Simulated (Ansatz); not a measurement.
CuO:

```
CELL_PARAMETERS angstrom
0.18960 -2.17229 -2.04314
-2.01972 0.10630 -1.95984
2.38320 2.28584 -4.38944
ATOMIC_POSITIONS crystal
Cu 0.45623 0.53069 0.48541
Cu 0.97428 0.98587 0.02436
O 0.80166 0.74472 0.73928
O 0.26782 0.23873 0.25095
```

The cell comes from a database or a generator and needn't be the stable form of this composition.

The cell isn't the ideal one: all atoms moved at random, sigma 0.1 Å a component, cell strained at random, sigma 0.1.

Base run:

```yaml
Program: Ansatz 0.2.0
Functional: r2SCAN
Potentials_or_basis: Ansatz PAW
Cutoff: "500 eV (not typed: the program's choice for these potentials)"
k_mesh: 10 × 10 × 5
Occupations: fermi-dirac, width 0.05 eV
Spin: no spin polarisation
Hubbard_terms: Cu d U = 4 eV
```

Its results: band gap on the k mesh none (metal or under the smearing width); pressure -8.8 GPa; largest force 1.626 eV/Å.

Q: The run is repeated on the same cell with these changes: hubbard terms from Cu d U = 4 eV to Cu d U = 1 eV. What comes out?

A: Band gap on the k mesh none (metal or under the smearing width); pressure -10.4 GPa; largest force 1.647 eV/Å.

Caveats: the run has no spin polarisation, though such a crystal can be magnetic; U without spin polarisation on a metal has little footing; the PAW data sets come from PBE, with cores solved anew for the run's functional, which leaves a small shift of forces and pressure; forces of over 1 eV/Å show positions far from the minimum, so gaps and moduli don't describe the material at rest.
